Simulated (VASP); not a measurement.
Write the native input for VASP 6.6.1 that does the following.

| Property | Result |
| --- | --- |
| Task | band structure |
| Functional | LDA |
| Potentials or basis | VASP PAW LDA potentials, release 64 (Se, In_d) |
| Cutoff | 520 eV |
| k mesh | 9 × 9 × 1 |
| Occupations | gaussian, width 0.03 eV |
| Spin | no spin polarisation |
| Dipole correction | yes |
| Further INCAR settings | ALGO = Normal; EDIFF = 1e-07; NBANDS = 90 |

The structure of InSe lies in POSCAR:

```
InSe                                    
1.0
    4.0337196247      0.0000000000      0.0000000000
   -2.0168598124      3.4933036717      0.0000000000
    0.0000000000      0.0000000000     48.6777120000
  Se              In            
     8     8
Direct
     0.0000000000000000    0.0000000000000000    0.1879613740658175
     0.0000000000000000    0.0000000000000000    0.2984708069373011
     0.6666666699999979    0.3333333300000021    0.3592442793521323
     0.6666666699999979    0.3333333300000021    0.4695493995990765
     0.3333333300000021    0.6666666699999979    0.5304000122681644
     0.3333333300000021    0.6666666699999979    0.6407189986735632
     0.0000000000000000    0.0000000000000000    0.7015498445598262
     0.0000000000000000    0.0000000000000000    0.8120254402656581
     0.6666666699999979    0.3333333300000021    0.2145296517088998
     0.6666666699999979    0.3333333300000021    0.2719657563288863
     0.3333333300000021    0.6666666699999979    0.3856831119040713
     0.3333333300000021    0.6666666699999979    0.4430665811954216
     0.0000000000000000    0.0000000000000000    0.5568485498379343
     0.0000000000000000    0.0000000000000000    0.6142361524908783
     0.6666666699999979    0.3333333300000021    0.7280210031613085
     0.6666666699999979    0.3333333300000021    0.7854516276510725
```

These files were run (other wordings do the same):

INCAR

```
SYSTEM = InSe
ALGO = Normal ; DIPOL = 0.5 0.5 0.500
EDIFF = 1E-7 ; ENCUT = 520
IDIPOL = 3 ; ISIF = 2
ISMEAR = 0 ; KPAR = 8
LASPH = .True. ; LCHARG = .False.
LDIPOL = .True. ; LREAL = .False.
LVACPOTAV = .True. ; LVHAR = .True.
LWAVE = .False. ; NBANDS = 90
NELM = 80 ; PREC = Accurate
SIGMA = 0.03
```

KPOINTS

```
k-points
0
Gamma
  9 9 1
  0 0 0
```

KPOINTS_OPT

```
explicit points
67
Reciprocal
 0.0000000000  0.0000000000  0.0000000000 1
 0.0357142900  0.0000000000  0.0000000000 1
 0.0714285700  0.0000000000  0.0000000000 1
 0.1071428600  0.0000000000  0.0000000000 1
 0.1428571400  0.0000000000  0.0000000000 1
 0.1785714300  0.0000000000  0.0000000000 1
 0.2142857100  0.0000000000  0.0000000000 1
 0.2500000000  0.0000000000  0.0000000000 1
 0.2857142900  0.0000000000  0.0000000000 1
 0.3214285700  0.0000000000  0.0000000000 1
 0.3571428600  0.0000000000  0.0000000000 1
 0.3928571400  0.0000000000  0.0000000000 1
 0.4285714300  0.0000000000  0.0000000000 1
 0.4642857100  0.0000000000  0.0000000000 1
 0.5000000000  0.0000000000  0.0000000000 1
 0.4791666700  0.0416666700  0.0000000000 1
 0.4583333300  0.0833333300  0.0000000000 1
 0.4375000000  0.1250000000  0.0000000000 1
 0.4166666700  0.1666666700  0.0000000000 1
 0.3958333300  0.2083333300  0.0000000000 1
 0.3750000000  0.2500000000  0.0000000000 1
 0.3541666700  0.2916666700  0.0000000000 1
 0.3333333300  0.3333333300  0.0000000000 1
 0.3137254900  0.3137254900  0.0000000000 1
 0.2941176500  0.2941176500  0.0000000000 1
 0.2745098000  0.2745098000  0.0000000000 1
 0.2549019600  0.2549019600  0.0000000000 1
 0.2352941200  0.2352941200  0.0000000000 1
 0.2156862700  0.2156862700  0.0000000000 1
 0.1960784300  0.1960784300  0.0000000000 1
 0.1764705900  0.1764705900  0.0000000000 1
 0.1568627500  0.1568627500  0.0000000000 1
 0.1372549000  0.1372549000  0.0000000000 1
 0.1176470600  0.1176470600  0.0000000000 1
 0.0980392200  0.0980392200  0.0000000000 1
 0.0784313700  0.0784313700  0.0000000000 1
 0.0588235300  0.0588235300  0.0000000000 1
 0.0392156900  0.0392156900  0.0000000000 1
 0.0196078400  0.0196078400  0.0000000000 1
 0.0000000000  0.0000000000  0.0000000000 1
 0.0000000000  0.0000000000  0.0000000000 1
 0.0076394400 -0.0038197200  0.0000000000 1
-0.0076394400  0.0038197200  0.0000000000 1
 0.0222816900 -0.0111408500  0.0000000000 1
-0.0222816900  0.0111408500  0.0000000000 1
-0.0000000000  0.0066159500  0.0000000000 1
 0.0000000000 -0.0066159500  0.0000000000 1
-0.0000000000  0.0192965100  0.0000000000 1
 0.0000000000 -0.0192965100  0.0000000000 1
 0.5000000000  0.0000000000  0.0000000000 1
 0.5076394400 -0.0038197200  0.0000000000 1
 0.4923605600  0.0038197200  0.0000000000 1
 0.5222816900 -0.0111408500  0.0000000000 1
 0.4777183100  0.0111408500  0.0000000000 1
 0.5000000000  0.0066159500  0.0000000000 1
 0.5000000000 -0.0066159500  0.0000000000 1
 0.5000000000  0.0192965100  0.0000000000 1
 0.5000000000 -0.0192965100  0.0000000000 1
 0.3333333300  0.3333333300  0.0000000000 1
 0.3409727700  0.3295136100  0.0000000000 1
 0.3256938900  0.3371530500  0.0000000000 1
 0.3556150200  0.3221924800  0.0000000000 1
 0.3110516400  0.3444741800  0.0000000000 1
 0.3333333300  0.3399492800  0.0000000000 1
 0.3333333300  0.3267173800  0.0000000000 1
 0.3333333300  0.3526298400  0.0000000000 1
 0.3333333300  0.3140368200  0.0000000000 1
```

Potentials or basis: VASP PAW LDA potentials, release 64 (Se, In_d).

Run with:

```bash
$ cat potpaw_LDA.64/Se/POTCAR potpaw_LDA.64/In_d/POTCAR > POTCAR
$ mpirun -np 8 vasp_std > vasp.out
```

It gave:

```json
{
  "Largest force": "0.401 eV/Å",
  "Band gap on the k mesh": "0.51 eV, indirect (least direct gap 0.56 eV)",
  "Band gap along the path": "0.50 eV, indirect (least direct gap 0.56 eV)",
  "Ionisation potential of the upper face": "5.65 eV"
}
```

Caveat: spin-orbit coupling is left out, which moves the levels of the heavy elements.

It took 18 min on 8 MPI ranks on Intel(R) Xeon(R) 6975P-C (Granite Rapids) (shared host), peak memory 1.1 GiB a rank.
